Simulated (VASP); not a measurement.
# WC (Fd-3m) in VASP: single point with PBE0(alpha)

Aim: the single point of WC with PBE0(alpha).

All numbers are computed with VASP 6.6.1; they aren't measurements. Logs are shortened: lines on timing, memory, paths and dates and some standing lists are left out, and cuts for length are marked.

**1. Starting point**

The structure is cubic, space group Fd-3m (No. 227). The conventional cell has a = 5.774 Å, b = 5.774 Å, c = 5.774 Å, α = 90.00°, β = 90.00°, γ = 90.00°. W (site symmetry -43m) has 4 W at 2.50 Å and 4 C at 2.50 Å as nearest neighbours. C (site symmetry -43m) has 4 W at 2.50 Å and 4 C at 2.50 Å as nearest neighbours.

The cell was built by a generator and needn't be a form met in nature.

**2. Single point, PBE0(alpha)**

File POSCAR:

```
WC
1.0
    0.0000000000      2.8868000000      2.8868000000
    2.8868000000      0.0000000000      2.8868000000
    2.8868000000      2.8868000000      0.0000000000
W C
2 2
Direct
    0.5000000000      0.5000000000      0.5000000000
    0.7500000000      0.7500000000      0.7500000000
    0.0000000000      0.0000000000      0.0000000000
    0.2500000000      0.2500000000      0.2500000000
```

File INCAR.step1:

```
SYSTEM = WC
PREC = Accurate
ENCUT = 520
EDIFF = 1E-5
ISMEAR = -1
SIGMA = 0.05
LREAL = .FALSE.
LASPH = .TRUE.
NELM = 80
ALGO = Normal
ISIF = 2
LWAVE = .TRUE.
LCHARG = .FALSE.
NBANDS = 26
GGA = PE
```

File INCAR.step2:

```
SYSTEM = WC
PREC = Accurate
ENCUT = 520
EDIFF = 1E-6
ISMEAR = -1
SIGMA = 0.05
LREAL = .FALSE.
LASPH = .TRUE.
NELM = 80
ALGO = Normal
ISIF = 2
LWAVE = .FALSE.
LCHARG = .FALSE.
GGA = PE
LHFCALC = .TRUE.
AEXX = 0.25
PRECFOCK = Fast
HFRCUT = -1
NBANDS = 26
ISTART = 1
```

File KPOINTS:

```
Automatic mesh
0
G
  4 4 4
  0 0 0
```

Potentials or basis: VASP PAW PBE potentials, release 64 (W_sv, C).

The run is started by

```
cat potpaw_PBE.64/W_sv/POTCAR potpaw_PBE.64/C/POTCAR > POTCAR
cp INCAR.step1 INCAR
mpirun -np 1 vasp_std > vasp.out
cp INCAR.step2 INCAR
mpirun -np 1 vasp_std > vasp.out
```

OUTCAR:

```text
SYSTEM = WC
   PREC = Accurate
   ENCUT = 520
   EDIFF = 1E-6
   ISMEAR = -1
   LREAL = .FALSE.
   LASPH = .TRUE.
   NELM = 80
   ISIF = 2
   GGA = PE
   LHFCALC = .TRUE.
   AEXX = 0.25
   PRECFOCK = Fast
   ISTART = 1

 ion  position               nearest neighbor table
   1  0.500  0.500  0.500-   4 2.50   4 2.50   4 2.50   2 2.50   2 2.50   2 2.50   4 2.50   2 2.50

   2  0.750  0.750  0.750-   1 2.50   1 2.50   1 2.50   3 2.50   3 2.50   3 2.50   3 2.50   1 2.50

   3  0.000  0.000  0.000-   2 2.50   2 2.50   2 2.50   2 2.50
   4  0.250  0.250  0.250-   1 2.50   1 2.50   1 2.50   1 2.50

  LATTYP: Found a face centered cubic cell.
 ALAT       =     5.7736000000

  Lattice vectors:

 A1 = (   0.0000000000,   2.8868000000,   2.8868000000)
 A2 = (   2.8868000000,   0.0000000000,   2.8868000000)
 A3 = (   2.8868000000,   2.8868000000,   0.0000000000)

Analysis of symmetry for initial positions (statically):
=====================================================================
 Subroutine PRICEL returns:
 Original cell was already a primitive cell.

 Routine SETGRP: Setting up the symmetry group for a
 face centered cubic supercell.

 Subroutine GETGRP returns: Found 48 space group operations
 (whereof 24 operations were pure point group operations)
 out of a pool of 48 trial point group operations.

The static configuration has the point symmetry T_d .
 The point group associated with its full space group is O_h .

Analysis of symmetry for dynamics (positions and initial velocities):
=====================================================================
 Subroutine PRICEL returns:
 Original cell was already a primitive cell.

 Routine SETGRP: Setting up the symmetry group for a
 face centered cubic supercell.

 Subroutine GETGRP returns: Found 48 space group operations
 (whereof 24 operations were pure point group operations)
 out of a pool of 48 trial point group operations.

The dynamic configuration has the point symmetry T_d .
 The point group associated with its full space group is O_h .

 Subroutine INISYM returns: Found 48 space group operations
 (whereof 24 operations are pure point group operations),
 and found     1 'primitive' translations

----------------------------------------------------------------------------------------

                                     Primitive cell

  volume of cell :      48.1150

  direct lattice vectors                    reciprocal lattice vectors
     0.000000000  2.886800000  2.886800000    -0.173202162  0.173202162  0.173202162
     2.886800000  0.000000000  2.886800000     0.173202162 -0.173202162  0.173202162
     2.886800000  2.886800000  0.000000000     0.173202162  0.173202162 -0.173202162

  length of vectors
     4.082551712  4.082551712  4.082551712     0.299994944  0.299994944  0.299994944

  position of ions in fractional coordinates (direct lattice)
     0.500000000  0.500000000  0.500000000
     0.750000000  0.750000000  0.750000000
     0.000000000  0.000000000  0.000000000
     0.250000000  0.250000000  0.250000000

  ion indices of the primitive-cell ions
   primitive index   ion index
                 1           1
                 2           2
                 3           3
                 4           4

----------------------------------------------------------------------------------------

 KPOINTS: Automatic mesh

Automatic generation of k-mesh.
 Grid dimensions read from file:
 generate k-points for:    4    4    4

 Generating k-lattice:

  Cartesian coordinates                     Fractional coordinates (reciprocal lattice)
    -0.043300540  0.043300540  0.043300540     0.250000000  0.000000000  0.000000000
     0.043300540 -0.043300540  0.043300540     0.000000000  0.250000000  0.000000000
     0.043300540  0.043300540 -0.043300540     0.000000000  0.000000000  0.250000000

  Length of vectors
     0.074998736  0.074998736  0.074998736

  Shift w.r.t. Gamma in fractional coordinates (k-lattice)
     0.000000000  0.000000000  0.000000000

 Subroutine IBZKPT returns following result:
 ===========================================

 Found      8 irreducible k-points:

 Following reciprocal coordinates:
            Coordinates               Weight
  0.000000  0.000000  0.000000      1.000000
  0.250000  0.000000  0.000000      8.000000
  0.500000  0.000000  0.000000      4.000000
  0.250000  0.250000  0.000000      6.000000
  0.500000  0.250000  0.000000     24.000000
 -0.250000  0.250000  0.000000     12.000000
  0.500000  0.500000  0.000000      3.000000
 -0.250000  0.500000  0.250000      6.000000
   k-points           NKPTS =      8   k-points in BZ     NKDIM =     64   number of bands    NBANDS=     26
   number of dos      NEDOS =    301   number of ions     NIONS =      4
   total plane-waves  NPLWV =  27000
   dimension x,y,z NGX =    30 NGY =   30 NGZ =   30
   dimension x,y,z NGXF=    60 NGYF=   60 NGZF=   60
   ions per type =               2   2
   NGX,Y,Z   is equivalent  to a cutoff of  12.22, 12.22, 12.22 a.u.
   NGXF,Y,Z  is equivalent  to a cutoff of  24.43, 24.43, 24.43 a.u.
 SYSTEM =  WC
   PREC   = accura    normal or accurate (medium, high low for compatibility)
   ISTART =      1    job   : 0-new  1-cont  2-samecut
   ICHARG =      0    charge: 1-file 2-atom 10-const
   ISPIN  =      1    spin polarized calculation?
   LNONCOLLINEAR =      F non collinear calculations
   LSORBIT =      F    spin-orbit coupling
   LASPH  =      T    aspherical Exc in radial PAW
   ENCUT  =  520.0 eV  38.22 Ry    6.18 a.u.   7.59  7.59  7.59*2*pi/ulx,y,z
   NELM   =     80;   NELMIN=  2; NELMDL=  0     # of ELM steps
   EDIFF  = 0.1E-05   stopping-criterion for ELM
   LREAL  =      F    real-space projection
   EDIFFG = 0.1E-04   stopping-criterion for IOM
   NSW    =      0    number of steps for IOM
   IBRION =     -1    ionic relax: 0-MD 1-quasi-New 2-CG
   NFREE  =      0    steps in history (QN), initial steepest desc. (CG)
   ISIF   =      2    stress and relaxation
   ISYM   =      3    0-nonsym 1-usesym 2-fastsym
   POTIM  = 0.5000    time-step for ionic-motion
   TEBEG  =    0.0;   TEEND  =   0.0 temperature during run
   PSTRESS=    0.0 pullay stress
   NELECT =      36.0000    total number of electrons
   NUPDOWN=      -1.0000    fix difference up-down
   EMIN   =  10.00;   EMAX   =-10.00  energy-range for DOS
   EFERMI =   0.00;   METHOD = LEGACY
   ISMEAR =    -1;   SIGMA  =   0.05  broadening in eV -4-tet -1-fermi 0-gaus
   EFERMI_NEDOS =   21; number of points for ismear=-14 and -15
   IALGO  =     38    algorithm
   IMIX   =      1    mixing-type and parameters
     AMIX     =   0.40;   BMIX     =  1.00
     AMIX_MAG =   1.60;   BMIX_MAG =  1.00
  volume/ion in A,a.u.               =      12.03        81.17
  Fermi-wavevector in a.u.,A,eV,Ry     =   1.486217  2.808543 30.053117  2.208842
  Thomas-Fermi vector in A             =   2.599531
   LORBIT       =      0    0 simple, 1 ext, 2 COOP (PROOUT), +10 PAW based schemes
   GGA     = PE    functional components
   LHFCALC =     T    Hartree Fock is set to
   PRECFOCK=fast      Normal, Fast or Accurate (Low or Medium for compatibility)
   ENCUT4O =  -1.0   cutoff for four orbital integrals eV
   NKREDX  =     1    reduce k-point grid by
   NKREDY  =     1    reduce k-point grid by
   NKREDZ  =     1    reduce k-point grid by
   AEXX    =    0.2500 exact exchange contribution
   HFSCREEN=    0.0000 screening length (either q_TF or 0.3 A-1)
   HFSCREENC=   0.0000 screening length for correlation (either q_TF or 0.3 A-1)
   ENCUTFOCK=  -1.0 apply spherical cutoff to Coloumb kernel
   IVDW    =     0    specifies the selected vdW correction
   LEPSILON=     F    determine dielectric tensor
   LRPA    =     F    only Hartree local field effects (RPA)
 non-spin polarized calculation
  energy-cutoff  :      520.00
  volume of cell :       48.11
 maximum number of plane-waves:      1314
  NGX = 18; NGY = 18; NGZ = 18

 number of electron      36.0000004 magnetization

 Free energy of the ion-electron system (eV)
  ---------------------------------------------------
  ext. energy  EPLUGINS =         0.00000000
  ---------------------------------------------------
  free energy    TOTEN  =       -44.18365992 eV

  energy without entropy =      -44.17909735  energy(sigma->0) =      -44.18137863

 E-fermi :   9.7244     XC(G=0): -10.2425

 val. band max:        9.2671923940   @ k =   0.5000   0.5000   0.0000
 cond. band min:       9.7253663114   @ k =   0.5000   0.0000   0.0000
 fundamental gap:      0.4581739174
 Fermi energy:         9.7244476456

 k-point     1 :       0.0000    0.0000    0.0000
  band No.  band energies     occupation
      1     -69.0820      2.00000
      2     -68.6841      2.00000
      3     -32.3183      2.00000
      4     -32.3142      2.00000
      5     -32.3118      2.00000
      6     -31.2296      2.00000
[... 18 lines left out ...]
     25      17.0917      0.00000
     26      17.0985      0.00000

 k-point     2 :       0.2500    0.0000    0.0000
  band No.  band energies     occupation
      1     -69.0425      2.00000
      2     -68.7252      2.00000
      3     -32.3863      2.00000
      4     -32.3802      2.00000
      5     -32.3223      2.00000
      6     -31.2368      2.00000
[... 18 lines left out ...]
     25      15.9999      0.00000
     26      16.1830      0.00000

 k-point     3 :       0.5000    0.0000    0.0000
  band No.  band energies     occupation
      1     -68.9844      2.00000
      2     -68.7847      2.00000
      3     -32.4568      2.00000
      4     -32.4509      2.00000
      5     -32.3290      2.00000
      6     -31.2365      2.00000
[... 18 lines left out ...]
     25      14.7854      0.00000
     26      14.7888      0.00000

 k-point     4 :       0.2500    0.2500    0.0000
  band No.  band energies     occupation
      1     -69.0267      2.00000
      2     -68.7414      2.00000
      3     -32.4642      2.00000
      4     -32.4615      2.00000
      5     -32.1649      2.00000
      6     -31.4014      2.00000
[... 18 lines left out ...]
     25      15.4360      0.00000
     26      15.4369      0.00000

 k-point     5 :       0.5000    0.2500    0.0000
  band No.  band energies     occupation
      1     -68.9556      2.00000
      2     -68.8140      2.00000
      3     -32.5709      2.00000
      4     -32.5162      2.00000
      5     -32.0526      2.00000
      6     -31.5123      2.00000
[... 18 lines left out ...]
     25      15.9198      0.00000
     26      16.6482      0.00000

 k-point     6 :      -0.2500    0.2500    0.0000
  band No.  band energies     occupation
      1     -68.9851      2.00000
      2     -68.7844      2.00000
      3     -32.5482      2.00000
      4     -32.4470      2.00000
      5     -32.1534      2.00000
      6     -31.4006      2.00000
[... 18 lines left out ...]
     25      16.2047      0.00000
     26      16.8626      0.00000

 k-point     7 :       0.5000    0.5000    0.0000
  band No.  band energies     occupation
      1     -68.8857      2.00000
      2     -68.8854      2.00000
      3     -32.5767      2.00000
      4     -32.5740      2.00000
      5     -31.7921      2.00000
      6     -31.7918      2.00000
[... 18 lines left out ...]
     25      16.5308      0.00000
     26      16.5322      0.00000

 k-point     8 :      -0.2500    0.5000    0.2500
  band No.  band energies     occupation
      1     -68.8847      2.00000
      2     -68.8844      2.00000
      3     -32.5898      2.00000
      4     -32.5859      2.00000
      5     -31.7887      2.00000
      6     -31.7879      2.00000
[... 18 lines left out ...]
     25      16.7734      0.00000
     26      16.7770      0.00000

------------------------ aborting loop because EDIFF is reached ----------------------------------------

  FORCE on cell =-STRESS in cart. coord.  units (eV):
  Direction    XX          YY          ZZ          XY          YZ          ZX
  --------------------------------------------------------------------------------------
  -------------------------------------------------------------------------------------
  Total       -2.1072708     -2.1072708     -2.1072708      0.0000000      0.0000000     -0.0000000
  in kB      -70.1698987    -70.1698987    -70.1698987      0.0000000      0.0000000     -0.0000000
  external PRESSURE =     -70.1698987 kB  Pullay stress =       0.0000000 kB

 VOLUME and BASIS-vectors are now :
 -----------------------------------------------------------------------------
  energy-cutoff  :      520.00
  volume of cell :       48.11
      direct lattice vectors                 reciprocal lattice vectors
     0.000000000  2.886800000  2.886800000    -0.173202162  0.173202162  0.173202162
     2.886800000  0.000000000  2.886800000     0.173202162 -0.173202162  0.173202162
     2.886800000  2.886800000  0.000000000     0.173202162  0.173202162 -0.173202162

 POSITION                                       TOTAL-FORCE (eV/Angst)
 -----------------------------------------------------------------------------------
      2.88680      2.88680      2.88680         0.000000     -0.000000      0.000000
      4.33020      4.33020      4.33020        -0.000000      0.000000     -0.000000
      0.00000      0.00000      0.00000         0.000000      0.000000      0.000000
      1.44340      1.44340      1.44340        -0.000000     -0.000000     -0.000000
 -----------------------------------------------------------------------------------
    total drift:                               -0.000278     -0.000048     -0.000116

  FREE ENERGIE OF THE ION-ELECTRON SYSTEM (eV)
  ---------------------------------------------------
  free  energy   TOTEN  =       -44.1836599162 eV

  energy  without entropy=      -44.1790973487  energy(sigma->0) =      -44.18137863
```

It took 22 min on 1 thread of Intel Xeon 6975P-C (Granite Rapids), shared host; peak memory 0.17 GiB.

Results:

* Free energy: -44.1837 eV
* Pressure: -7.0 GPa
* Band gap on the k mesh: none (metal or under the smearing width)

Caveat: the k mesh is coarse (spacing up to 0.47 Å⁻¹), so the values aren't converged, least of all with exact exchange; the PAW data sets were made with another functional, which shifts forces and pressure a little.
